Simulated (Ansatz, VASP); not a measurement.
This is a calculation of Ag for Ansatz 0.2.0.

input.yaml

```yaml
crystal:
  lattice:
    - [-1.655654, 1.655654, 1.655654]
    - [1.655654, -1.655654, 1.655654]
    - [1.655654, 1.655654, -1.655654]
  atoms:
    - { symbol: Ag, position: [0.0, 0.0, 0.0] }
hamiltonian:
  xc: pbe
  pseudopotentials: { kind: paw }
kpoints:
  mp_grid: { grid: [11, 11, 11] }
scf:
  occupations: { method: fermi_dirac, width: 0.05 }
output:
  forces: true
  stress: true
  eigenvalues: true
relax:
  f_tol: 0.01
  max_steps: 40
  cell: { stress_tol: 0.05 }
```

Potentials or basis: Ansatz PAW.

The run is started by

```bash
$ ansatz run input.yaml --threads 2 --pin off --max-ram 5632MiB --backend cpu --events-out ev --progress --plain --runs-dir out
```

Problem. Translate it to VASP 6.6.1. Potentials there: VASP PAW PBE potentials, release 64 (Ag).

Solution. As run (the cutoff follows the program's own potentials):

The input INCAR:

```
PREC = Accurate
ENCUT = 600
EDIFF = 1E-6
ISMEAR = -1
SIGMA = 0.05
LREAL = False
LASPH = True
NELM = 100
ALGO = Fast
ISIF = 3
LWAVE = False
LCHARG = False
GGA = PE
IBRION = 2
NSW = 40
EDIFFG = -0.005
```

File KPOINTS:

```
Automatic mesh
0
Gamma
  11 11 11
```

The input POSCAR:

```
Ag
1.0
   -1.6556540000      1.6556540000      1.6556540000
    1.6556540000     -1.6556540000      1.6556540000
    1.6556540000      1.6556540000     -1.6556540000
Ag
1
Direct
    0.0000000000      0.0000000000      0.0000000000
```

Potentials or basis: VASP PAW PBE potentials, release 64 (Ag).

Run with:

```sh
$ cat potpaw_PBE.64/Ag/POTCAR > POTCAR
$ mpirun -np 1 vasp_std > vasp.out
```

Both were run:

|  | VASP | Ansatz | Ansatz less VASP |
| --- | --- | --- | --- |
| gap on the k mesh at the Fermi level, each at its own relaxed structure (eV) | none | none | - |
| relaxed volume (Å³/atom) | 17.96 | 17.99 | +0.027 |
| relaxed cell length with the largest relative difference (Å) | 2.857 | 2.859 | +0.0014 |

A gap of «none» marks a metal or a gap that the smearing closes. The two sets of potentials don't hold the same shells in valence.

Caveats: the plane-wave basis is chosen anew once the cell has moved, so the energies of steps on either side of that aren't comparable (Ansatz).
